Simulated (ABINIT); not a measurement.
# Quasiparticle gap of LiH (Fm-3m) in ABINIT, part 2 of 2

Aim: the G0W0 gap of LiH (Fm-3m) on PBE, step by step.

ABINIT 10.8.3; PBE and many-body steps on it, plane waves. Known limits of the many-body steps: not at the basis limit.

So far. Step 2 (Ground state): The gap is direct, at (0.500, 0.500, 0.000). Step 3 (Bands along the symmetry lines): The gap is 3.022 eV, as in the run before at this level.

The database entry behind the starting cell differs from later determinations by our own check (the deuteride, about 0.2 % short), so it need not match the best structure at ambient conditions.

### Step 4. Empty states on the mesh, 6×6×6 mesh, 37 bands

Level of this step: DFT, PBE, plane waves, norm-conserving pseudopotentials (ABINIT).

The sums over transitions need many empty states on a uniform mesh; this step solves for them.

Contents of run.abi:

```
acell 3*1.0 Angstrom
rprim 
  0.000000000000 2.036750000000 2.036750000000
  2.036750000000 -0.000000000000 2.036750000000
  2.036750000000 2.036750000000 -0.000000000000
ntypat 2
znucl 3 1
natom 2
typat 1 2
xred 
  0.000000000000 0.000000000000 0.000000000000
  0.500000000000 0.500000000000 0.500000000000
pp_dirpath "pseudos"
pseudos "Li.upf, H.upf"
ecut 33
ngkpt 6 6 6
nshiftk 1
shiftk 0 0 0
kptopt 1
chksymbreak 0
irdden 1
istwfk *1
nband 37
prtvol 0
optdriver 6
gwr_task "HDIAGO"
paral_kgb 0
occopt 1
indata_prefix "in"
outdata_prefix "out"
tmpdata_prefix "tmp"
```

Command:

```sh
OMP_NUM_THREADS=1 mpirun -n 4 abinit run.abi > log
```

Numbers of over 12 decimals in the logs are rounded to 6 here.

What it wrote:

```text
[banner, memory and clock lines left out]
.Version 10.8.3 of ABINIT. v10.8.2 released Aug 2026.

 Symmetries : space group Fm -3 m (#225); Bravais cF (face-center cubic)
[... echo of the input left out ...]
== DATASET  1 ==================================================================
-   mpi_nproc: 4, omp_nthreads: 1 (-1 if OMP is not activated)

--- !DatasetInfo
iteration_state: {dtset: 1, }
dimensions: {natom: 2, nkpt: 16, mband: 37, nsppol: 1, nspinor: 1, nspden: 1, mpw: 1056, }
cutoff_energies: {ecut:  33.0, pawecutdg:  -1.0, }
electrons: {nelect:   4.00000000E+00, charge:   0.00000000E+00, occopt:   1.00000000E+00, tsmear:   1.00000000E-02, }

.Using double precision arithmetic; gwpc =  8

- Reading GS density from: in_DEN

--- Pseudopotential description ------------------------------------------------
- Li Generated using ONCVPSP code by D. R. Hamann
-  3.00000   3.00000  171031                  znucl, zion, pspdat
12 -101130 1 -1 1944                          pspcod,pspxc,lmax,lloc,mmax
     nproj     2     2
  pspatm : epsatm=    2.74360059
         --- l  ekb(1:nproj) -->
             0   -4.951544   -1.544797
             1   -2.250661   -0.474685
 pspatm: atomic psp has been read  and splines computed

- H Generated using ONCVPSP code by D. R. Hamann
-  1.00000   1.00000  171031                  znucl, zion, pspdat
12 -101130 1 -1 1166                          pspcod,pspxc,lmax,lloc,mmax
     nproj     2     1
  pspatm : epsatm=    0.36186929
         --- l  ekb(1:nproj) -->
             0   -1.701123   -0.534484
             1   -0.503321
 pspatm: atomic psp has been read  and splines computed

   1.24218795E+01                                ecore*ucvol(ha*bohr**3)

 Total charge density [el/Bohr^3]
)     Maximum=    2.7888E+00  at reduced coord.    0.0000    0.0000    0.0000
)     Minimum=    6.8615E-03  at reduced coord.    0.2667    0.2333    0.2333
   Integrated=    4.0000E+00

 === KS gaps after direct diagonalization ===
 Direct band gap semiconductor
 Fundamental gap:     3.022 (eV)
   VBM:    -0.348 (eV) at k: [ 5.0000E-01,  5.0000E-01,  0.0000E+00]
   CBM:     2.674 (eV) at k: [ 5.0000E-01,  5.0000E-01,  0.0000E+00]
 Direct gap:         3.022 (eV) at k: [ 5.0000E-01,  5.0000E-01,  0.0000E+00]

== END DATASET(S) ==============================================================

 -outvars: echo values of variables after computation  --------
           etotal      0.0000000000E+00
            nband          37
             nkpt          16
          spgroup         225
 [... the other variables as echoed above ...]

 Calculation completed.
```

Elapsed: 6.2 s, on 4 MPI ranks of Arm Neoverse V1, shared host; peak memory 0.47 GiB; 25 s of CPU time.

This step gave:

- gap: 3.022 eV
- k of the valence top: 0.5, 0.5, 0
- k of the conduction bottom: 0.5, 0.5, 0
- least direct gap: 3.022 eV
- k points computed: 16
- lowest point of the top converged band, above the valence top: 67.6084 eV

On this mesh the gap is 3.022 eV.

### Step 5. Screening, 6×6×6 mesh, 29 bands, screening to 108.8 eV

The RPA dielectric matrix is built and inverted for each q.

This step: RPA screening on PBE, plane waves, norm-conserving pseudopotentials.

run.abi: that of step 4 with these lines changed.

```diff
@@ -20,10 +20,11 @@
 chksymbreak 0
-irdden 1
 istwfk *1
-nband 37
-prtvol 0
-optdriver 6
-gwr_task "HDIAGO"
-paral_kgb 0
 occopt 1
+irdwfk 1
+optdriver 3
+nband 29
+ecuteps 4
+inclvkb 2
+awtr 1
+symchi 1
 indata_prefix "in"
```

What it wrote:

```text
.Version 10.8.3 of ABINIT. v10.8.2 released Aug 2026.

 Symmetries : space group Fm -3 m (#225); Bravais cF (face-center cubic)
[... echo of the input left out ...]
== DATASET  1 ==================================================================
-   mpi_nproc: 4, omp_nthreads: 1 (-1 if OMP is not activated)

--- !DatasetInfo
iteration_state: {dtset: 1, }
dimensions: {natom: 2, nkpt: 16, mband: 29, nsppol: 1, nspinor: 1, nspden: 1, mpw: 1056, }
cutoff_energies: {ecut:  33.0, pawecutdg:  -1.0, }
electrons: {nelect:   4.00000000E+00, charge:   0.00000000E+00, occopt:   1.00000000E+00, tsmear:   1.00000000E-02, }

 SCREENING: Calculation of the susceptibility and dielectric matrices

 Based on a program developped by R.W. Godby, V. Olevano, G. Onida, and L. Reining.
 Incorporated in ABINIT by V. Olevano, G.-M. Rignanese, and M. Torrent.
.Using double precision arithmetic ; gwpc =  8

[... cell and pseudopotentials left out ...]
--------------------------------------------------------------------------------

 ==== K-mesh for the wavefunctions ====
 Number of points in the irreducible wedge :    16
[... list of points left out ...]
 Together with 48 symmetry operations and time-reversal symmetry
 yields   216 points in the full Brillouin Zone.

 ==== Q-mesh for the screening function ====
 Number of points in the irreducible wedge :    16
[... list of points left out ...]
 Together with 48 symmetry operations and time-reversal symmetry
 yields   216 points in the full Brillouin Zone.

 setmesh: FFT mesh size selected  =    20x   20x   20
          total number of points  =         8000

 vcoul_init : cutoff-mode = AUXILIARY_FUNCTION
 q-points for optical limit:   1
     1)      0.000010    0.000020    0.000030

- screening: taking advantage of time-reversal symmetry
- Maximum band index for partially occupied states nbvw = 2
- Remaining bands to be divided among processors   nbcw = 27
- Number of bands treated by each node ~6

 Number of electrons calculated from density =    4.0000; Expected =    4.0000
 average of density, n =  0.035077
 r_s =    1.8951
 omega_plasma =   18.0662 [eV]

 calculating chi0 at frequencies [eV] :
  1    0.000000E+00    0.000000E+00
  2    0.000000E+00    1.806615E+01

--------------------------------------------------------------------------------
  q-point number  1        q = ( 0.000000, 0.000000, 0.000000) [r.l.u.]
--------------------------------------------------------------------------------
[... chi0 elements left out ...]
 For q-point:  0.000010 0.000020 0.000030
  dielectric constant =   4.1820
  dielectric constant without local fields =   4.5857

  Average fulfillment of the sum rule on Im[epsilon] for q-point    1 :     69.92  [%]
[... wings left out ...]
  q-point number  2        q = ( 0.166667, 0.000000, 0.000000) [r.l.u.]
--------------------------------------------------------------------------------
[... chi0 elements left out ...]
  Average fulfillment of the sum rule on Im[epsilon] for q-point    2 :     85.24  [%]

 [... 14 further q-points ...]
```

Wall time 3.3 s (4 MPI ranks); peak memory 0.34 GiB.

This step gave:

```yaml
eps_infinity_with_local_fields_on_this_mesh_along_the_program_s_q_direction: 4.182
the_same_without_local_fields: 4.586
plasma_frequency: 18.07 eV
plane_waves_in_the_screening_matrix: 59
```

Local fields lower ε∞ by 9 %.

### Step 6. Self-energy, 6×6×6 mesh, 29 bands, screening to 108.8 eV

The self-energy is evaluated for the states that the input lists, and the levels follow from it, in one-shot runs by the linearised quasiparticle equation.

This step: G0W0 on PBE, plane waves, norm-conserving pseudopotentials.

run.abi: that of step 5 with these lines changed.

```diff
@@ -23,8 +23,17 @@
 irdwfk 1
-optdriver 3
+optdriver 4
 nband 29
+gwcalctyp 0
+ecutsigx 33
+symsigma 1
+nkptgw 2
+kptgw 
+  0.5000000000 0.5000000000 0.0000000000
+  0.0000000000 0.0000000000 0.0000000000
+bdgw 
+  1 5
+  1 6
 ecuteps 4
-inclvkb 2
-awtr 1
-symchi 1
+irdscr 1
+ppmodel 1
 indata_prefix "in"
```

What it wrote:

```text
.Version 10.8.3 of ABINIT. v10.8.2 released Aug 2026.

 Symmetries : space group Fm -3 m (#225); Bravais cF (face-center cubic)
[... echo of the input left out ...]
== DATASET  1 ==================================================================
-   mpi_nproc: 4, omp_nthreads: 1 (-1 if OMP is not activated)

--- !DatasetInfo
iteration_state: {dtset: 1, }
dimensions: {natom: 2, nkpt: 16, mband: 29, nsppol: 1, nspinor: 1, nspden: 1, mpw: 1056, }
cutoff_energies: {ecut:  33.0, pawecutdg:  -1.0, }
electrons: {nelect:   4.00000000E+00, charge:   0.00000000E+00, occopt:   1.00000000E+00, tsmear:   1.00000000E-02, }

 SIGMA: Calculation of the GW corrections

 Based on a program developped by R.W. Godby, V. Olevano, G. Onida, and L. Reining.
 Incorporated in ABINIT by V. Olevano, G.-M. Rignanese, and M. Torrent.
.Using double precision arithmetic ; gwpc =  8

[... cell and pseudopotentials left out ...]
--------------------------------------------------------------------------------

 ==== K-mesh for the wavefunctions ====
 Number of points in the irreducible wedge :    16
[... list of points left out ...]
 Together with 48 symmetry operations and time-reversal symmetry
 yields   216 points in the full Brillouin Zone.

 ==== Q-mesh for screening function ====
 Number of points in the irreducible wedge :    16
[... list of points left out ...]
 Together with 48 symmetry operations and time-reversal symmetry
 yields   216 points in the full Brillouin Zone.

 vcoul_init : cutoff-mode = AUXILIARY_FUNCTION
 q-points for optical limit:   1
     1)      0.000010    0.000020    0.000030
 setmesh: FFT mesh size selected  =    30x   30x   30
          total number of points  =        27000

 Number of electrons calculated from density =    4.0000; Expected =    4.0000
 average of density, n =  0.035077
 r_s =    1.8951
 omega_plasma =   18.0662 [eV]

 === KS Band Gaps ===
  >>>> For spin  1
   Minimum direct gap =   3.0221 [eV], located at k-point      :   0.5000  0.5000  0.0000
   Fundamental gap    =   3.0221 [eV], Top of valence bands at :   0.5000  0.5000  0.0000
                                       Bottom of conduction at :   0.5000  0.5000  0.0000
 SIGMA fundamental parameters:
 PLASMON POLE MODEL  1
 number of plane-waves for SigmaX                 1037
 number of plane-waves for SigmaC and W             59
 number of plane-waves for wavefunctions          1037
 number of bands                                    29
 number of independent spin polarizations            1
 number of spinorial components                      1
 number of k-points in IBZ                          16
 number of q-points in IBZ                          16
 number of symmetry operations                      48
 number of k-points in BZ                          216
 number of q-points in BZ                          216
 number of frequencies for dSigma/dE                 9
 frequency step for dSigma/dE [eV]                0.25
 number of omega for Sigma on real axis              0
 max omega for Sigma on real axis  [eV]           0.00
 zcut for avoiding poles [eV]                     0.10

 EPSILON^-1 parameters (SCR file):
 dimension of the eps^-1 matrix on file             59
 dimension of the eps^-1 matrix used                59
 number of plane-waves for wavefunctions          1037
 number of bands                                    29
 number of q-points in IBZ                          16
 number of frequencies                               2
 number of real frequencies                          1
 number of imag frequencies                          1

 matrix elements of self-energy operator (all in [eV])

 Perturbative Calculation

--- !SelfEnergy_ee
iteration_state: {dtset: 1, }
kpoint     : [   0.500,    0.500,    0.000, ]
spin       : 1
KS_gap     :    3.022
QP_gap     :    4.827
Delta_QP_KS:    1.804
data: !SigmaeeData |
     Band     E0 <VxcDFT>   SigX SigC(E0)      Z dSigC/dE  Sig(E)    E-E0       E
        1 -44.599 -25.708 -39.768   5.166   0.774  -0.292 -32.591  -6.883 -51.481
        2  -0.348 -11.307 -14.604   1.732   0.772  -0.296 -12.515  -1.207  -1.555
        3   2.674  -7.646  -3.654  -3.255   0.810  -0.234  -7.049   0.597   3.271
        4  10.239  -8.235  -2.665  -4.393   0.778  -0.285  -7.319   0.916  11.155
        5  10.239  -8.235  -2.665  -4.393   0.778  -0.285  -7.319   0.916  11.155

--- !SelfEnergy_ee
iteration_state: {dtset: 1, }
kpoint     : [   0.000,    0.000,    0.000, ]
spin       : 1
KS_gap     :   20.729
QP_gap     :   22.973
Delta_QP_KS:    2.243
data: !SigmaeeData |
     Band     E0 <VxcDFT>   SigX SigC(E0)      Z dSigC/dE  Sig(E)    E-E0       E
        1 -44.649 -25.626 -39.706   5.176   0.781  -0.280 -32.584  -6.958 -51.607
        2  -5.602  -9.916 -15.613   3.532   0.713  -0.403 -11.459  -1.542  -7.144
        3  15.128 -11.719  -4.658  -5.998   0.660  -0.516 -11.017   0.701  15.829
        4  17.057  -8.963  -2.437  -5.275   0.695  -0.439  -8.094   0.869  17.926
        5  17.057  -8.963  -2.437  -5.275   0.695  -0.439  -8.094   0.869  17.926
        6  17.057  -8.963  -2.437  -5.275   0.695  -0.439  -8.094   0.869  17.926

== END DATASET(S) ==============================================================
================================================================================

 -outvars: echo values of variables after computation  --------
           etotal      0.0000000000E+00
            nband          29
             nkpt          16
          spgroup         225
 [... the other variables as echoed above ...]

 Calculation completed.
```

Wall time 2.1 s (4 MPI ranks); peak memory 0.11 GiB.

This step gave:

- G0W0 gap on the points computed: 4.826 eV
- starting gap on the mesh: 3.022 eV
- k of the valence top: 0.5, 0.5, 0
- k of the conduction bottom: 0.5, 0.5, 0
- Z at the valence top: 0.772
- Z at the conduction bottom: 0.81
- least direct G0W0 gap on the computed points: 4.826 eV

The gap on the mesh goes from 3.02 eV to 4.83 eV, a correction of +1.80 eV.

Limits: finite bands, cutoff and mesh. v1 is the top filled band, c1 the lowest empty one. The levels before and after the correction (eV, zero at the valence-band top of each column):

```tsv
	conduction bottom	valence top
Kohn-Sham	3.02	0.00
G0W0	4.83	0.00
```

```tsv
	level	energy (eV)
Kohn-Sham	(0.5 0.5 0) v2	-44.251
Kohn-Sham	(0.5 0.5 0) v1	0.000
Kohn-Sham	(0.5 0.5 0) c1	3.022
Kohn-Sham	(0.5 0.5 0) c2-c3	10.588
G0W0	(0.5 0.5 0) v2	-49.926
G0W0	(0.5 0.5 0) v1	0.000
G0W0	(0.5 0.5 0) c1	4.826
G0W0	(0.5 0.5 0) c2-c3	12.710
```

### Step 7. Where the time went

Times are wall times on 4 MPI ranks of Arm Neoverse V1, shared host, good to a factor of about two.

```tsv
step	time	share	memory (GiB)
ground state	2.8 s	17 %	0.07
bands along the symmetry lines	2.6 s	15 %	0.07
empty states on the mesh	6.2 s	37 %	0.47
screening	3.3 s	19 %	0.34
self-energy	2.1 s	12 %	0.11
```

### Step 8. Outcome

```
PBE gap              : 3.02 eV, direct
G0W0 gap on the mesh : 4.83 eV
GW settings          : 6×6×6 mesh, 29 bands, screening to 108.8 eV, Godby-Needs plasmon pole
known limits         : not at the basis limit
```

What this shows: G0W0 moves the gap on the mesh from 3.02 eV to 4.83 eV (+1.80 eV), with Z of 0.77 and 0.81 at the edges. Local fields lower the RPA ε∞ on this mesh from 4.59 to 4.18. Only 2 of the mesh's irreducible points were corrected, so a valley elsewhere could overtake. The dearest step here is «empty states on the mesh». Bands and cutoff are finite, so the gap is not at the basis limit. The miss can reach some tenths of an eV and take either sign; the mesh is an error of its own. In the G0W0 run levels were corrected at 2 k points alone, so a gap called «on the mesh» is the least over those, and an edge elsewhere would be missed.

[Paths, hosts, dates, memory and timing lines, banners, echoed tables and standing remarks are left out of the program output.]

[Logs are printed without paths, hosts, clocks, repeated set-up lines and the standing remarks that a program may print on its own settings, such as how far it seeks lower states.]

[Runs of the session that timed out or met a known fault of the program may be left out.]

[Hosts, paths, dates, database ids (printed as entryN), source tags and the programs' standing remarks are cut or masked in the printed files.]

[G0W0 gaps are taken among the corrected bands and points alone; a level outside them can change the order at an edge.]

[Where Ansatz stands beside ABINIT at settings called matched, ABINIT's density can come from a denser mesh and the files from another edition; pairs whose starting gaps differed by over 0.03 eV were left out, so agreement reads better than it is.]
